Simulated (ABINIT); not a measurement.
Ru:

```xyz
2
Lattice="2.7058 0.0000 0.0000 -1.3529 2.3433 0.0000 0.0000 0.0000 4.2819" Properties=species:S:1:pos:R:3 pbc="T T T"
Ru    1.3529    0.7811    3.2114
Ru    0.0000    1.5622    1.0705
```

Base run:

```yaml
Program: ABINIT 10.8.3 (patched build)
Functional: rPW86PBE
Potentials_or_basis: JTH PAW PBE v2.0
Cutoff: 408 eV
k_mesh: 11 × 11 × 6
Occupations: fermi-dirac, width 0.05 eV
Spin: no spin polarisation
```

Its results: band gap on the k mesh none (metal or under the smearing width); pressure 19.4 GPa.

Task: After a change of settings the same cell gave: band gap on the k mesh none (metal or under the smearing width); pressure -8.2 GPa. Which change was it?
A. functional from rPW86PBE to BP86
B. functional from rPW86PBE to AM05
C. functional from rPW86PBE to revPBE
D. functional from rPW86PBE to BLYP

Result: B.

Caveats: so large a pressure means that the cell lies far from this level's equilibrium, or that cutoff or potentials fall short (some runs); the potentials were made for another functional, which shifts forces and pressure (some runs); the PAW data sets were made with another functional, which shifts forces and pressure a little (some runs).

Not every run made on this cell is shown here.
